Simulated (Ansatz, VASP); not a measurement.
Ge: VASP beside Ansatz

```
CELL_PARAMETERS angstrom
0.00000 2.83743 2.83743
2.83743 0.00000 2.83743
2.83743 2.83743 0.00000
ATOMIC_POSITIONS crystal
Ge 0.50000 0.50000 0.50000
Ge 0.75000 0.75000 0.75000
```

Alike in both runs: functional r2SCAN; k mesh 12 × 12 × 12; occupations gaussian, width 0.02 eV; no spin polarisation.

Ansatz relaxed the structure, and its values are those at the end. VASP's run is a single point on that final structure, the one shown.

|  | VASP | Ansatz |
| --- | --- | --- |
| version | VASP 6.6.1 | Ansatz 0.2.0 |
| potentials or method | VASP PAW PBE potentials, release 64 (Ge_d) | scalar-relativistic, plane waves, PAW |
| plane-wave cutoff (eV) | 520 | 500 |
| valence electrons in the cell | 28 | 28 |

|  | VASP | Ansatz | Ansatz less VASP |
| --- | --- | --- | --- |
| gap on the k mesh at the Fermi level (eV) | 0.32 | 0.36 | +0.039 |
| least direct gap on the mesh (eV) | 0.32 | 0.36 | +0.039 |
| pressure (GPa) | 0.1 | 0.0 | -0.05 |

With one functional, cell and mesh, what is left measures potentials, basis and numerics.

Caveats: the PAW data sets were made with another functional, which shifts forces and pressure a little (VASP).
